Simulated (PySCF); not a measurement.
**Spectroscopy problems**

All values are calculated (PySCF): NMR shieldings at PBE0/pcSseg-1/GIAO, structure optimised with PBE0-D3(BJ)/def2-SVP, J: B3LYP/pcJ-1 (spin–dipole term left out of most H,H and C,H couplings). Gas phase, one averaged value for each set of equivalent atoms, relativity neglected, one computed conformer.

References, each an isolated molecule treated in the same way: ¹H (σref 31.27), ¹³C (σref 184.41) against TMS. Multiplet labels drop J under 1 Hz and among equivalent protons, and merge close values. Unscaled 3J(H,H) run several per cent high. One-bond C–F couplings are unscaled and too large by tens of Hz. Shifts are as computed. Against solution values, carbons near 30 ppm lie about +2 ppm off and those near 130 ppm about +5 ppm. Of 1211 compounds with measured shifts, 218 miss one by over three times the rms of a fit or turn the order of signals round; such compounds aren't used in these exercises. OH and NH positions are gas-phase values without hydrogen bonding to other molecules.

(1) C4H9NO. ¹H NMR (400 MHz, computed): δ 3.31 (m, 4H), 2.60 (m, 4H), -0.08 (br s, 1H). ¹³C{¹H} NMR (computed): δ 70.7, 48.5. What is it?

(2) C5H3F6NO2. ¹H NMR (300 MHz, computed): δ 3.46 (sept, J = 1.5 Hz, 3H). ¹³C{¹H} NMR (computed): δ 165.0 (C, m), 120.5 (C, q, J = 354.3 Hz), 30.6 (CH3). What is it?

Answers

(1) `C1COCCN1`. The formula gives 1 degree of unsaturation (1 ring in the answer). 2 carbon signals for 4 carbons: some carbons are equivalent by symmetry or fast rotation. Carbon types of the structure: 4 × CH2, leaving 1 H on heteroatoms. δC 70.7: sp3 CH2 bonded to O; deshielded by the electronegative neighbour. δC 48.5: sp3 CH2 bonded to N; the inductive effect lowers its shielding. δH 2.60: hydrogen on an sp3 CH2 bonded to N; its carbon carries N, hence the downfield position. δH -0.08: hydrogen on an amine nitrogen; exchangeable, gas-phase position.

The shifts were computed for this structure.

(2) `CN(C(=O)C(F)(F)F)C(=O)C(F)(F)F`. The formula gives 2 degrees of unsaturation (no ring in the answer). 3 carbon signals for 5 carbons: some carbons are equivalent by symmetry or fast rotation. Carbon types of the structure: 4 × C, 1 × CH3, which accounts for all hydrogens. δC 165.0: amide carbonyl carbon; it is a carbonyl in resonance with an O or N lone pair, the region of acids, esters and amides. δC 120.5: CF3 carbon; 3 electronegative neighbours deshield it. δC 30.6: methyl carbon bonded to N; the inductive effect lowers its shielding. δH 3.46: hydrogen on a methyl carbon bonded to N; its carbon carries N, hence the downfield position.

The data come from this structure; uniqueness wasn't tested.
